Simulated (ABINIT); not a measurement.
ZrC:

```
CELL_PARAMETERS angstrom
0.00000 2.36500 2.36500
2.36500 0.00000 2.36500
2.36500 2.36500 0.00000
ATOMIC_POSITIONS crystal
Zr 0.50000 0.50000 0.50000
C 0.00000 0.00000 0.00000
```

Base run:

* Program: ABINIT 10.8.3 (patched build)
* Functional: PBEsol
* Potentials or basis: JTH PAW PBE v2.0
* Cutoff: 544 eV
* k mesh: 10 × 10 × 10
* Occupations: fermi-dirac, width 0.05 eV
* Spin: no spin polarisation

Its results: band gap on the k mesh none (metal or under the smearing width); pressure -8.7 GPa.

Problem. After a change of settings the same cell gave: band gap on the k mesh none (metal or under the smearing width); pressure -10.3 GPa. Which change was it?
A. functional from PBEsol to LDA; potentials or basis from JTH PAW PBE v2.0 to PseudoDojo NC SR LDA v0.4.1 standard; cutoff from 544 eV to 1116 eV
B. functional from PBEsol to SOGGA; spin from no spin polarisation to spin-orbit coupling, no magnetisation
C. functional from PBEsol to PBE; potentials or basis from JTH PAW PBE v2.0 to PseudoDojo NC SR PBE v0.5 standard; cutoff from 544 eV to 1116 eV
D. functional from PBEsol to revPBE

Solution. B.

Caveats: the PAW data sets were made with another functional, which shifts forces and pressure a little.
